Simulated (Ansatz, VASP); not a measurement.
## Y: VASP beside Ansatz

```
Y
1.0
    -2.02170    2.02170    2.02170
     2.02170   -2.02170    2.02170
     2.02170    2.02170   -2.02170
Y
1
Direct
  0.00000 0.00000 0.00000
```

Change from the starting cell: volume scaled by 1, norm-conserving files.

Alike in both runs: task single point; functional PBE; k mesh 13 × 13 × 13; occupations fermi-dirac, width 0.08 eV; no spin polarisation.

|  | VASP | Ansatz |
| --- | --- | --- |
| version | VASP 6.6.1 | Ansatz 0.2.0 |
| potentials or method | VASP PAW PBE potentials, release 64 (Y_sv) | norm-conserving pseudopotentials, scalar-relativistic |
| plane-wave cutoff (eV) | 520 | 980 |
| valence electrons in the cell | 11 | 11 |

Ansatz gave:

| Item | Value |
| --- | --- |
| pressure (GPa) | 0.0 |

Task: Which values does VASP return?

Result: Pressure (GPa): -0.1.

The functional is the same, so the differences come from potentials, cutoffs and numerics.
